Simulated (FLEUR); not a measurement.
Input of a FLEUR MaX-R8.1 (later development tree) run:

Contents of inp.xml:

```xml
<?xml version="1.0" encoding="UTF-8" standalone="no"?>
<fleurInput fleurInputVersion="0.39">
   <comment>
      Ru                                                                                                  
   </comment>
   <calculationSetup>
      <cutoffs Kmax="4.22" Gmax="13.1" GmaxXC="13.1" numbands="0"/>
      <scfLoop itmax="60" minDistance="0.00001" maxIterBroyd="15" imix="Anderson" alpha="0.05" precondParam="0.0" spinf="2.0" sdNocoIR="T"/>
      <coreElectrons ctail="T" frcor="F" kcrel="0" coretail_lmax="0"/>
      <xcFunctional name="pw91" relativisticCorrections="F"/>
      <magnetism jspins="1"/>
      <soc l_soc="F" theta="0.0" phi="0.0" spav="F"/>
      <expertModes spex="0" secvar="F"/>
      <geometryOptimization l_f="F" forcealpha="1.0" forcemix="BFGS" epsdisp="0.00001" epsforce="0.00001"/>
      <ldaU l_linMix="F" mixParam="0.05" spinf="1.0"/>
   </calculationSetup>
   <cell>
      <bzIntegration valenceElectrons="32.0" mode="hist" fermiSmearingEnergy="0.00183747">
         <kPointListSelection listName="default-1"/>
         <!-- k-points included here -->
         <xi:include xmlns:xi="http://www.w3.org/2001/XInclude" href="kpts.xml"> </xi:include>
      </bzIntegration>
      <!-- symmetry operations included here -->
      <xi:include xmlns:xi="http://www.w3.org/2001/XInclude" href="sym.xml"> </xi:include>
      <bulkLattice scale="1.0">
         <bravaisMatrix>
            <row-1>    5.1132209479426800     0.0000000000000000     0.0000000000000000</row-1>
            <row-2>   -2.5566104739713400     4.4281792361568231     0.0000000000000000</row-2>
            <row-3>    0.0000000000000000     0.0000000000000000     8.0916182929247409</row-3>
         </bravaisMatrix>
      </bulkLattice>
   </cell>
   <atomSpecies>
      <species name="Ruthenium (Ru)" element="Ru" atomicNumber="44">
         <mtSphere radius="2.32" gridPoints="767" logIncrement="0.017"/>
         <atomicCutoffs lmax="9" lnonsphr="7"/>
         <electronConfig flipSpins="F">
            <coreConfig>(1s1/2) (2s1/2) (2p1/2) (2p3/2) (3s1/2) (3p1/2) (3p3/2) (3d3/2) (3d5/2)</coreConfig>
            <valenceConfig>(4s1/2) (4p1/2) (4p3/2) (5s1/2) (4d3/2) (4d5/2)</valenceConfig>
            <stateOccupation state="(5s1/2)" spinUp="0.500000" spinDown="0.500000"/>
            <stateOccupation state="(4d3/2)" spinUp="1.400000" spinDown="1.400000"/>
            <stateOccupation state="(4d5/2)" spinUp="2.100000" spinDown="2.100000"/>
         </electronConfig>
         <energyParameters s="5" p="5" d="4" f="4"/>
         <lo type="SCLO" l="0" n="4" eDeriv="0"/>
         <lo type="SCLO" l="1" n="4" eDeriv="0"/>
         <lo type="SCLO" l="1" n="4" eDeriv="1"/>
         <lo type="SCLO" l="2" n="4" eDeriv="2"/>
         <lo type="SCLO" l="3" n="4" eDeriv="2"/>
      </species>
   </atomSpecies>
   <atomGroups>
      <atomGroup species="Ruthenium (Ru)">
         <relPos label="                   1">-1.000/3.000 1.000/3.000 -1.000/4.000</relPos>
         <relPos label="                   2">1.000/3.000 -1.000/3.000 1.000/4.000</relPos>
         <force calculate="T" relaxXYZ="TTT"/>
      </atomGroup>
   </atomGroups>
   <output dos="F" band="F" slice="F">
      <checks vchk="F" cdinf="F"/>
      <bandDOS minEnergy="-.5*Htr" maxEnergy="0.5*Htr" sigma="0.015" storeEVData="T"/>
      <vacuumDOS vacdos="F" integ="F" star="F" nstars="0" locx1="0.0" locy1="0.0" locx2="0.0" locy2="0.0" nstm="0" tworkf="0.0"/>
      <unfoldingBand unfoldBand="F" supercellX="1" supercellY="1" supercellZ="1"/>
      <plotting iplot="0" polar="F">
         <plot TwoD="T" vec1="  1.0  0.0  0.0" vec2="  0.0  1.0  0.0" vec3="  0.0  0.0  1.0" zero="  0.0  0.0  0.0" file="plot"/>
      </plotting>
      <chargeDensitySlicing numkpt="0" minEigenval="0.0" maxEigenval="0.0" nnne="0" pallst="F"/>
      <specialOutput eonly="F"/>
      <moessbauerParams electricFieldGradient="T" isomerShift="T" coreHyperfine="T" valenceHyperfine="T"/>
      <magneticCircularDichroism mcd="F" energyLo="-10.0" energyUp="0.0"/>
   </output>
  <!-- We include the file relax.xml here to enable relaxations (see documentation) -->
  <xi:include xmlns:xi="http://www.w3.org/2001/XInclude" href="relax.xml"> <xi:fallback/> </xi:include>
</fleurInput>
```

File crystal.txt:

```
Ru
&input cartesian=F /
2.7058000000  0.0000000000  0.0000000000
-1.3529000000  2.3432915376  0.0000000000
0.0000000000  0.0000000000  4.2819000000
1.8897261246
1.0 1.0 1.0

2
44 0.6666666667  0.3333333333  0.7500000000
44 0.3333333333  0.6666666667  0.2500000000

&kpt div1=11 div2=11 div3=6 gamma=T /
```

The input inp.xml (bands):

```
<?xml version="1.0" encoding="UTF-8" standalone="no"?>
<fleurInput fleurInputVersion="0.39">
   <comment>
      Ru                                                                                                  
   </comment>
   <calculationSetup>
      <cutoffs Kmax="4.22" Gmax="13.1" GmaxXC="13.1" numbands="0"/>
      <scfLoop itmax="60" minDistance="0.00001" maxIterBroyd="15" imix="Anderson" alpha="0.05" precondParam="0.0" spinf="2.0" sdNocoIR="T"/>
      <coreElectrons ctail="T" frcor="F" kcrel="0" coretail_lmax="0"/>
      <xcFunctional name="pw91" relativisticCorrections="F"/>
      <magnetism jspins="1"/>
      <soc l_soc="F" theta="0.0" phi="0.0" spav="F"/>
      <expertModes spex="0" secvar="F"/>
      <geometryOptimization l_f="F" forcealpha="1.0" forcemix="BFGS" epsdisp="0.00001" epsforce="0.00001"/>
      <ldaU l_linMix="F" mixParam="0.05" spinf="1.0"/>
   </calculationSetup>
   <cell>
      <bzIntegration valenceElectrons="32.0" mode="hist" fermiSmearingEnergy="0.00183747">
         <kPointListSelection listName="path-1"/>
         <!-- k-points included here -->
         <xi:include xmlns:xi="http://www.w3.org/2001/XInclude" href="kpts.xml"> </xi:include>
      </bzIntegration>
      <!-- symmetry operations included here -->
      <xi:include xmlns:xi="http://www.w3.org/2001/XInclude" href="sym.xml"> </xi:include>
      <bulkLattice scale="1.0">
         <bravaisMatrix>
            <row-1>    5.1132209479426800     0.0000000000000000     0.0000000000000000</row-1>
            <row-2>   -2.5566104739713400     4.4281792361568231     0.0000000000000000</row-2>
            <row-3>    0.0000000000000000     0.0000000000000000     8.0916182929247409</row-3>
         </bravaisMatrix>
      </bulkLattice>
   </cell>
   <atomSpecies>
      <species name="Ruthenium (Ru)" element="Ru" atomicNumber="44">
         <mtSphere radius="2.32" gridPoints="767" logIncrement="0.017"/>
         <atomicCutoffs lmax="9" lnonsphr="7"/>
         <electronConfig flipSpins="F">
            <coreConfig>(1s1/2) (2s1/2) (2p1/2) (2p3/2) (3s1/2) (3p1/2) (3p3/2) (3d3/2) (3d5/2)</coreConfig>
            <valenceConfig>(4s1/2) (4p1/2) (4p3/2) (5s1/2) (4d3/2) (4d5/2)</valenceConfig>
            <stateOccupation state="(5s1/2)" spinUp="0.500000" spinDown="0.500000"/>
            <stateOccupation state="(4d3/2)" spinUp="1.400000" spinDown="1.400000"/>
            <stateOccupation state="(4d5/2)" spinUp="2.100000" spinDown="2.100000"/>
         </electronConfig>
         <energyParameters s="5" p="5" d="4" f="4"/>
         <lo type="SCLO" l="0" n="4" eDeriv="0"/>
         <lo type="SCLO" l="1" n="4" eDeriv="0"/>
         <lo type="SCLO" l="1" n="4" eDeriv="1"/>
         <lo type="SCLO" l="2" n="4" eDeriv="2"/>
         <lo type="SCLO" l="3" n="4" eDeriv="2"/>
      </species>
   </atomSpecies>
   <atomGroups>
      <atomGroup species="Ruthenium (Ru)">
         <relPos label="                   1">-1.000/3.000 1.000/3.000 -1.000/4.000</relPos>
         <relPos label="                   2">1.000/3.000 -1.000/3.000 1.000/4.000</relPos>
         <force calculate="T" relaxXYZ="TTT"/>
      </atomGroup>
   </atomGroups>
   <output dos="F" band="T" slice="F">
      <checks vchk="F" cdinf="F"/>
      <bandDOS minEnergy="-.5*Htr" maxEnergy="0.5*Htr" sigma="0.015" storeEVData="T"/>
      <vacuumDOS vacdos="F" integ="F" star="F" nstars="0" locx1="0.0" locy1="0.0" locx2="0.0" locy2="0.0" nstm="0" tworkf="0.0"/>
      <unfoldingBand unfoldBand="F" supercellX="1" supercellY="1" supercellZ="1"/>
      <plotting iplot="0" polar="F">
         <plot TwoD="T" vec1="  1.0  0.0  0.0" vec2="  0.0  1.0  0.0" vec3="  0.0  0.0  1.0" zero="  0.0  0.0  0.0" file="plot"/>
      </plotting>
      <chargeDensitySlicing numkpt="0" minEigenval="0.0" maxEigenval="0.0" nnne="0" pallst="F"/>
      <specialOutput eonly="F"/>
      <moessbauerParams electricFieldGradient="T" isomerShift="T" coreHyperfine="T" valenceHyperfine="T"/>
      <magneticCircularDichroism mcd="F" energyLo="-10.0" energyUp="0.0"/>
   </output>
  <!-- We include the file relax.xml here to enable relaxations (see documentation) -->
  <xi:include xmlns:xi="http://www.w3.org/2001/XInclude" href="relax.xml"> <xi:fallback/> </xi:include>
</fleurInput>
```

Potentials or basis: all-electron, FLAPW.

Command:

```sh
$ inpgen -f crystal.txt -profile fastHighL
$ # inp.xml edited to the form shown
$ fleur_MPI
$ fleur_MPI   # second run, on inp.xml (bands)
```

What does it give for the band gap along the path?

None (metal or under the smearing width).

Levels at the corners of the path, in eV from the Fermi level:
| point | band 12 | band 13 | band 14 | band 15 | band 16 | band 17 | band 18 | band 19 | band 20 | band 21 |
| --- | --- | --- | --- | --- | --- | --- | --- | --- | --- | --- |
| Γ | -2.53 | -2.36 | -1.85 | -1.85 | -1.33 | -1.33 | 1.25 | 1.25 | 1.41 | 10.38 |
| M | -2.95 | -2.00 | -1.70 | -1.45 | 1.49 | 1.91 | 1.98 | 4.15 | 6.21 | 11.13 |
| K | -3.68 | -2.77 | -2.77 | -1.01 | 1.07 | 1.07 | 1.51 | 7.12 | 7.30 | 7.30 |
| Γ | -2.53 | -2.36 | -1.85 | -1.85 | -1.33 | -1.33 | 1.25 | 1.25 | 1.41 | 10.38 |
| A | -2.70 | -2.70 | -2.70 | -2.63 | -2.63 | 0.61 | 0.61 | 0.61 | 0.61 | 14.49 |
| L | -4.46 | -0.99 | -0.99 | 0.53 | 0.53 | 1.75 | 1.75 | 3.49 | 3.49 | 10.62 |
| H | -4.03 | -2.63 | -2.63 | -1.12 | -1.12 | 1.29 | 1.29 | 8.53 | 8.53 | 10.81 |
| A | -2.70 | -2.70 | -2.70 | -2.63 | -2.63 | 0.61 | 0.61 | 0.61 | 0.61 | 14.49 |
| L | -4.46 | -0.99 | -0.99 | 0.53 | 0.53 | 1.75 | 1.75 | 3.49 | 3.49 | 10.62 |
| M | -2.95 | -2.00 | -1.70 | -1.45 | 1.49 | 1.91 | 1.98 | 4.15 | 6.21 | 11.13 |
| K | -3.68 | -2.77 | -2.77 | -1.01 | 1.07 | 1.07 | 1.51 | 7.12 | 7.30 | 7.30 |
| H | -4.03 | -2.63 | -2.63 | -1.12 | -1.12 | 1.29 | 1.29 | 8.53 | 8.53 | 10.81 |
